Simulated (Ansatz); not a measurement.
## Os in Ansatz: the effect of target pressure

The system is Os.

```
Os
1.0
     2.73410    0.00000    0.00000
    -1.36705    2.36780    0.00000
     0.00000    0.00000    4.31970
Os
2
Cartesian
  1.3671 0.7893 3.2398
  0.0000 1.5785 1.0799
```

Alike in all runs:

- Program: Ansatz 0.2.0
- Task: relaxation of cell and atoms
- Functional: PBEsol
- Potentials or basis: Ansatz PAW
- Cutoff: 420 eV (not typed: the program's choice for these potentials)
- k mesh: 11 × 11 × 6
- Occupations: fermi-dirac, width 0.05 eV
- Spin: no spin polarisation

Each run relaxes the cell or the atoms first.

Problem. One run gave: relaxed volume 13.59 Å³/atom. Which target pressure did it use?
A. 2 GPa
B. 20 GPa
C. 10 GPa
D. 0 GPa
E. 30 GPa

Solution. C.

```tsv
target pressure	relaxed volume (Å³/atom)
0 GPa	13.89
2 GPa	13.83
5 GPa	13.74
10 GPa	13.59
20 GPa	13.32
30 GPa	13.08
```

Caveats: the plane-wave basis is chosen anew once the cell has moved, so the energies of steps on either side of that aren't comparable; the PAW data sets come from PBE, with cores solved anew for the run's functional, which leaves a small shift of forces and pressure.
